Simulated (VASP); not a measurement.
# Ag (Fm-3m) in VASP: further runs, part 3 of 3

VASP 6.6.1.

## (4) Relaxation of cell and atoms, PBE

The input, INCAR:

```
SYSTEM = Ag
PREC = Accurate
ENCUT = 300
EDIFF = 1E-6
ISMEAR = 1
SIGMA = 0.1
LREAL = .FALSE.
LASPH = .TRUE.
NELM = 80
ALGO = Normal
ISIF = 3
LWAVE = .FALSE.
LCHARG = .FALSE.
GGA = PE
IBRION = 2
NSW = 90
EDIFFG = -0.01
```

The input, KPOINTS:

```
regular mesh
0
G
  8 8 8
  0 0 0
```

The input, POSCAR:

```
Ag
1.0
    0.0000000000      2.0427500000      2.0427500000
    2.0427500000      0.0000000000      2.0427500000
    2.0427500000      2.0427500000      0.0000000000
Ag
1
Direct
    0.0000000000      0.0000000000      0.0000000000
```

Potentials or basis: VASP PAW PBE potentials, release 64 (Ag).

Started as:

```console
$ cat potpaw_PBE.64/Ag/POTCAR > POTCAR
$ mpirun -np 1 vasp_std > vasp.out
```

OUTCAR:

```text
SYSTEM = Ag
   PREC = Accurate
   ENCUT = 300
   EDIFF = 1E-6
   ISMEAR = 1
   LREAL = .FALSE.
   LASPH = .TRUE.
   NELM = 80
   ISIF = 3
   GGA = PE
   IBRION = 2
   NSW = 90
   EDIFFG = -0.01

 ion  position               nearest neighbor table
   1  0.000  0.000  0.000-

  LATTYP: Found a face centered cubic cell.
 ALAT       =     4.0855000000

  Lattice vectors:

 A1 = (   0.0000000000,   2.0427500000,   2.0427500000)
 A2 = (   2.0427500000,   0.0000000000,   2.0427500000)
 A3 = (   2.0427500000,   2.0427500000,   0.0000000000)

Analysis of symmetry for initial positions (statically):
=====================================================================
 Subroutine PRICEL returns:
 Original cell was already a primitive cell.

 Routine SETGRP: Setting up the symmetry group for a
 face centered cubic supercell.

 Subroutine GETGRP returns: Found 48 space group operations
 (whereof 48 operations were pure point group operations)
 out of a pool of 48 trial point group operations.

The static configuration has the point symmetry O_h .

Analysis of symmetry for dynamics (positions and initial velocities):
=====================================================================
 Subroutine PRICEL returns:
 Original cell was already a primitive cell.

 Routine SETGRP: Setting up the symmetry group for a
 face centered cubic supercell.

 Subroutine GETGRP returns: Found 48 space group operations
 (whereof 48 operations were pure point group operations)
 out of a pool of 48 trial point group operations.

The dynamic configuration has the point symmetry O_h .

 Subroutine INISYM returns: Found 48 space group operations
 (whereof 48 operations are pure point group operations),
 and found     1 'primitive' translations

----------------------------------------------------------------------------------------

                                     Primitive cell

  volume of cell :      17.0481

  direct lattice vectors                    reciprocal lattice vectors
     0.000000000  2.042750000  2.042750000    -0.244768082  0.244768082  0.244768082
     2.042750000  0.000000000  2.042750000     0.244768082 -0.244768082  0.244768082
     2.042750000  2.042750000  0.000000000     0.244768082  0.244768082 -0.244768082

  length of vectors
     2.888884755  2.888884755  2.888884755     0.423950755  0.423950755  0.423950755

  position of ions in fractional coordinates (direct lattice)
     0.000000000  0.000000000  0.000000000

  ion indices of the primitive-cell ions
   primitive index   ion index
                 1           1

----------------------------------------------------------------------------------------

 KPOINTS: regular mesh

Automatic generation of k-mesh.
 Grid dimensions read from file:
 generate k-points for:    8    8    8

 Generating k-lattice:

  Cartesian coordinates                     Fractional coordinates (reciprocal lattice)
    -0.030596010  0.030596010  0.030596010     0.125000000  0.000000000  0.000000000
     0.030596010 -0.030596010  0.030596010     0.000000000  0.125000000  0.000000000
     0.030596010  0.030596010 -0.030596010     0.000000000  0.000000000  0.125000000

  Length of vectors
[... 44 lines left out ...]
   NGXF,Y,Z  is equivalent  to a cutoff of  18.41, 18.41, 18.41 a.u.
 SYSTEM =  Ag
   PREC   = accura    normal or accurate (medium, high low for compatibility)
   ISTART =      0    job   : 0-new  1-cont  2-samecut
   ICHARG =      2    charge: 1-file 2-atom 10-const
   ISPIN  =      1    spin polarized calculation?
   LNONCOLLINEAR =      F non collinear calculations
   LSORBIT =      F    spin-orbit coupling
   LASPH  =      T    aspherical Exc in radial PAW
   ENCUT  =  300.0 eV  22.05 Ry    4.70 a.u.   4.08  4.08  4.08*2*pi/ulx,y,z
   NELM   =     80;   NELMIN=  2; NELMDL= -5     # of ELM steps
   EDIFF  = 0.1E-05   stopping-criterion for ELM
   LREAL  =      F    real-space projection
   EDIFFG = -.1E-01   stopping-criterion for IOM
   NSW    =     90    number of steps for IOM
   IBRION =      2    ionic relax: 0-MD 1-quasi-New 2-CG
   NFREE  =      1    steps in history (QN), initial steepest desc. (CG)
   ISIF   =      3    stress and relaxation
   ISYM   =      2    0-nonsym 1-usesym 2-fastsym
   POTIM  = 0.5000    time-step for ionic-motion
   TEBEG  =    0.0;   TEEND  =   0.0 temperature during run
   PSTRESS=    0.0 pullay stress
   NELECT =      11.0000    total number of electrons
   NUPDOWN=      -1.0000    fix difference up-down
   EMIN   =  10.00;   EMAX   =-10.00  energy-range for DOS
   EFERMI =   0.00;   METHOD = LEGACY
   ISMEAR =     1;   SIGMA  =   0.10  broadening in eV -4-tet -1-fermi 0-gaus
   EFERMI_NEDOS =   21; number of points for ismear=-14 and -15
   IALGO  =     38    algorithm
   IMIX   =      4    mixing-type and parameters
     AMIX     =   0.40;   BMIX     =  1.00
     AMIX_MAG =   1.60;   BMIX_MAG =  1.00
  volume/ion in A,a.u.               =      17.05       115.05
  Fermi-wavevector in a.u.,A,eV,Ry     =   1.414644  2.673290 27.228221  2.001218
  Thomas-Fermi vector in A             =   2.536165
   LORBIT       =      0    0 simple, 1 ext, 2 COOP (PROOUT), +10 PAW based schemes
   GGA     = PE    functional components
   LHFCALC =     F    Hartree Fock is set to
   AEXX    =    0.0000 exact exchange contribution
   IVDW    =     0    specifies the selected vdW correction
   LEPSILON=     F    determine dielectric tensor
   LRPA    =     F    only Hartree local field effects (RPA)
 conjugate gradient relaxation of ions
 non-spin polarized calculation
 Methfessel and Paxton  Order N= 1 SIGMA  =   0.10
  energy-cutoff  :      300.00
  volume of cell :       17.05
 maximum number of plane-waves:       210
   NGX =  9   NGY =  9   NGZ =  9

--------------------------------------- Ionic step        1  -------------------------------------------

 number of electron      11.0000016 magnetization

 Free energy of the ion-electron system (eV)
  ---------------------------------------------------
  ext. energy  EPLUGINS =         0.00000000
  ---------------------------------------------------
  free energy    TOTEN  =        -2.68439520 eV

  energy without entropy =       -2.68326663  energy(sigma->0) =       -2.68401901

------------------------ aborting loop because EDIFF is reached ----------------------------------------

  FORCE on cell =-STRESS in cart. coord.  units (eV):
  Direction    XX          YY          ZZ          XY          YZ          ZX
  --------------------------------------------------------------------------------------
  -------------------------------------------------------------------------------------
  Total        0.5329435      0.5329435      0.5329435      0.0000000      0.0000000     -0.0000000
  in kB       50.0859721     50.0859721     50.0859721      0.0000000      0.0000000     -0.0000000
  external PRESSURE =      50.0859721 kB  Pullay stress =       0.0000000 kB
[... 57 lines left out ...]
--------------------------------------- Ionic step        3  -------------------------------------------

 number of electron      11.0000004 magnetization

 Free energy of the ion-electron system (eV)
  ---------------------------------------------------
  ext. energy  EPLUGINS =         0.00000000
  ---------------------------------------------------
  free energy    TOTEN  =        -2.69739251 eV

  energy without entropy =       -2.69632781  energy(sigma->0) =       -2.69703761

 E-fermi :   7.5027     XC(G=0): -11.9059

 val. band max:        7.4797831935   @ k =   0.5000   0.0000   0.0000
 cond. band min:       7.9435006797   @ k =   0.5000   0.3750   0.1250
 fundamental gap:      0.4637174862
 Fermi energy:         7.5027281830

 k-point     1 :       0.0000    0.0000    0.0000
  band No.  band energies     occupation
      1       0.3386      2.00000
      2       3.1342      2.00000
      3       3.1342      2.00000
      4       3.1342      2.00000
      5       4.0797      2.00000
      6       4.0797      2.00000
      7      23.6514      0.00000
      8      26.9216      0.00000
      9      26.9216      0.00000
[... 265 lines left out ...]
 k-point    24 :      -0.3750    0.2500    0.1250
  band No.  band energies     occupation
      1       2.2850      2.00000
      2       2.7296      2.00000
      3       3.5494      2.00000
      4       3.6887      2.00000
      5       4.7401      2.00000
      6       9.9873      0.00000
      7      11.4471      0.00000
      8      19.7120      0.00000
      9      19.9782      0.00000

 [... further k-points ...]

------------------------ aborting loop because EDIFF is reached ----------------------------------------

  FORCE on cell =-STRESS in cart. coord.  units (eV):
  Direction    XX          YY          ZZ          XY          YZ          ZX
  --------------------------------------------------------------------------------------
  -------------------------------------------------------------------------------------
  Total        0.0044833      0.0044833      0.0044833      0.0000000      0.0000000      0.0000000
  in kB        0.4002927      0.4002927      0.4002927      0.0000000      0.0000000      0.0000000
  external PRESSURE =       0.4002927 kB  Pullay stress =       0.0000000 kB
[... 16 lines left out ...]
  FREE ENERGIE OF THE ION-ELECTRON SYSTEM (eV)
  ---------------------------------------------------
  free  energy   TOTEN  =        -2.6973925106 eV

  energy  without entropy=       -2.6963278143  energy(sigma->0) =       -2.69703761

 reached required accuracy - stopping structural energy minimisation
```

OSZICAR:

```text
N       E                     dE             d eps       ncg     rms          rms(c)
DAV:   1     0.208200953165E+02    0.20820E+02   -0.43167E+03   626   0.683E+02
DAV:   2    -0.278145327259E+01   -0.23602E+02   -0.21989E+02   531   0.140E+02
DAV:   3    -0.293007725024E+01   -0.14862E+00   -0.14861E+00   638   0.130E+01
[... 20 lines left out ...]
DAV:   2    -0.269952686534E+01    0.99312E-01   -0.49074E-01   528   0.735E+00    0.566E-01
DAV:   3    -0.269789703168E+01    0.16298E-02   -0.25904E-03   532   0.456E-01    0.376E-01
DAV:   4    -0.269739536681E+01    0.50166E-03   -0.80544E-04   552   0.241E-01    0.358E-02
DAV:   5    -0.269739163002E+01    0.37368E-05   -0.64554E-06   537   0.275E-02    0.161E-02
DAV:   6    -0.269739251060E+01   -0.88058E-06   -0.10429E-06   435   0.853E-03
   3 F= -.26973925E+01 E0= -.26970376E+01  d E =-.129973E-01
```

Run time: 3.7 s. Hardware: 1 thread of Intel Xeon Platinum 8488C (Sapphire Rapids), shared host; peak memory 0.11 GiB.

Results:

```yaml
Free_energy: -2.6974 eV
Relaxed_volume: 17.94 Å³/atom
Relaxed_cell: a = 2.939 Å, b = 2.939 Å, c = 2.939 Å, α = 60.00°, β = 60.00°, γ = 60.00°
Space_group_after_relaxing_to_0.05_Å: Fm-3m (No. 225)
Energy_gained_by_relaxing: 13.0 meV/atom
Ionic_steps: 3
Pressure_after_relaxing: 0.0 GPa
Band_gap_on_the_k_mesh: none (metal or under the smearing width)
```

The path:
```csv
step,energy change (eV),largest force (eV/Å),pressure (GPa),volume (Å³)
1,0.0000,0.0000,5.01,17.05
2,-0.0104,0.0000,-1.80,18.40
3,-0.0130,0.0000,0.04,17.94
```

Final structure:
```xyz
1
Lattice="0.0000 2.0779 2.0779 2.0779 0.0000 2.0779 2.0779 2.0779 0.0000" Properties=species:S:1:pos:R:3 pbc="T T T"
Ag    0.0000    0.0000    0.0000
```

Caveat: the cutoff is under 1.25 times the usual one of these potentials, so pressure, stress and relaxed cells hold a basis-set (Pulay) error. Zero-point motion and thermal expansion aren't in these numbers.

## (5) Relaxation of cell and atoms, PBE

This run uses another cell than the first one, of 17.94 Å³/atom, 1.053 times its volume.

INCAR, as its differences from that of step 4:

```diff
@@ -3,3 +3,3 @@
 ENCUT = 300
-EDIFF = 1E-6
+EDIFF = 1E-7
 ISMEAR = 1
@@ -16,2 +16,2 @@
 NSW = 90
-EDIFFG = -0.01
+EDIFFG = -0.005
```

KPOINTS is that of step 4.

The input, POSCAR:

```
Ag                                      
1.0
    0.0000000000      2.0779456170      2.0779456170
    2.0779456170     -0.0000000000      2.0779456170
    2.0779456170      2.0779456170     -0.0000000000
  Ag            
     1
Direct
     0.0000000000000000    0.0000000000000000    0.0000000000000000
```

Started as:

```console
$ cat potpaw_PBE.64/Ag/POTCAR > POTCAR
$ mpirun -np 1 vasp_std > vasp.out
```

Run time: 4 s. Hardware: 1 thread of Intel Xeon Platinum 8488C (Sapphire Rapids), shared host; peak memory 0.11 GiB.

It converged, with:

```
Free energy                            : -2.6985 eV
Relaxed volume                         : 17.89 Å³/atom
Relaxed cell                           : a = 2.936 Å, b = 2.936 Å, c = 2.936 Å, α = 60.00°, β = 60.00°, γ = 60.00°
Space group after relaxing (to 0.05 Å) : Fm-3m (No. 225)
Energy gained by relaxing              : 0.0 meV/atom
Ionic steps                            : 2
Pressure after relaxing                : 0.0 GPa
Band gap on the k mesh                 : none (metal or under the smearing width)
```

Final structure:
```
Ag
1.0
     0.00000    2.07599    2.07599
     2.07599    0.00000    2.07599
     2.07599    2.07599    0.00000
Ag
1
Direct
  0.00000 0.00000 0.00000
```

Levels at points of the mesh, in eV from the Fermi level:
```csv
k point,band 3,band 4,band 5,band 6,band 7,band 8,band 9
"(0.00, 0.00, 0.00)",-4.38,-4.38,-3.43,-3.43,16.16,19.44,19.44
"(0.50, 0.00, 0.00)",-4.40,-2.70,-2.70,-0.03,3.59,15.38,17.61
"(0.50, 0.50, 0.00)",-2.73,-2.51,-2.51,1.89,6.61,10.66,10.66
```

Caveat: the cutoff is under 1.25 times the usual one of these potentials, so pressure, stress and relaxed cells hold a basis-set (Pulay) error.

## (6) Relaxation of the atoms, PBE (a relaxed cell with its volume scaled by 0.94)

INCAR, as its differences from that of step 5:

```diff
@@ -10,3 +10,3 @@
 ALGO = Normal
-ISIF = 3
+ISIF = 2
 LWAVE = .FALSE.
@@ -15,3 +15,3 @@
 IBRION = 2
-NSW = 90
-EDIFFG = -0.005
+NSW = 40
+EDIFFG = -0.01
```

KPOINTS is that of step 5.

The input, POSCAR:

```
Ag                                      
1.0
    0.0000000000      2.0336147339      2.0336147339
    2.0336147339      0.0000000000      2.0336147339
    2.0336147339      2.0336147339      0.0000000000
  Ag            
     1
Direct
     1.0000000000000000    0.0000000000000000    1.0000000000000000
```

Potentials or basis: VASP PAW PBE potentials, release 64 (Ag).

Started as:

```console
$ cat potpaw_PBE.64/Ag/POTCAR > POTCAR
$ mpirun -np 1 vasp_std > vasp.out
```

Run time: 2.4 s. Hardware: 1 thread of Intel Xeon Platinum 8488C (Sapphire Rapids), shared host; peak memory 0.11 GiB.

It converged, with:

```
Free energy             : -2.6757 eV
Pressure after relaxing : 6.7 GPa
Band gap on the k mesh  : none (metal or under the smearing width)
```

Final structure:
```cif
data_structure
_symmetry_space_group_name_H-M 'P 1'
_symmetry_Int_Tables_number 1
_cell_length_a 2.8760
_cell_length_b 2.8760
_cell_length_c 2.8760
_cell_angle_alpha 60.000
_cell_angle_beta 60.000
_cell_angle_gamma 60.000
_cell_volume 16.82
loop_
_atom_site_label
_atom_site_type_symbol
_atom_site_fract_x
_atom_site_fract_y
_atom_site_fract_z
_atom_site_occupancy
Ag1 Ag 0.00000 0.00000 0.00000 1
```

Levels at points of the mesh, in eV from the Fermi level:
| k point | band 2 | band 3 | band 4 | band 5 | band 6 | band 7 | band 8 | band 9 |
| --- | --- | --- | --- | --- | --- | --- | --- | --- |
| (0.00, 0.00, 0.00) | -4.63 | -4.63 | -4.63 | -3.57 | -3.57 | 16.27 | 19.92 | 19.92 |
| (0.50, 0.00, 0.00) | -4.65 | -4.65 | -2.75 | -2.75 | -0.23 | 3.89 | 15.50 | 18.22 |
| (0.50, 0.50, 0.00) | -6.16 | -2.79 | -2.54 | -2.54 | 1.80 | 7.06 | 10.94 | 10.94 |

Caveat: the cutoff is under 1.25 times the usual one of these potentials, so pressure, stress and relaxed cells hold a basis-set (Pulay) error; the relaxation stopped at its first step, so nothing moved.

## (7) Overview

| task | level | cell | k mesh | cutoff (eV) | gap on the mesh (eV) | pressure (GPa) |
| --- | --- | --- | --- | --- | --- | --- |
| relaxation of the atoms | r2SCAN | atoms relaxed from: a relaxed cell with its volume scaled by 1.04 | 16 × 16 × 16 | 600 | none | -3.5 |
| relaxation of the atoms | r2SCAN | atoms relaxed from: a relaxed cell with its volume scaled by 1.06 | 16 × 16 × 16 | 600 | none | -5.0 |
| relaxation of cell and atoms | PBE | relaxed | 8 × 8 × 8 | 300 | none | 0.0 |
| relaxation of the atoms | PBE | atoms relaxed from: a relaxed cell with its volume scaled by 0.94 | 8 × 8 × 8 | 300 | none | 6.7 |

Alike in all rows: potentials or basis VASP PAW PBE potentials, release 64 (Ag); no spin polarisation; smearing methfessel-paxton 0.1 eV.

Caveats: the relaxation stopped at its first step, so nothing moved (some runs); the PAW data sets were made with another functional, which shifts forces and pressure a little (some runs); the cutoff is under 1.25 times the usual one of these potentials, so pressure, stress and relaxed cells hold a basis-set (Pulay) error (some runs).

Total energies depend on the potentials used, so only differences within one code and one set of settings carry meaning.
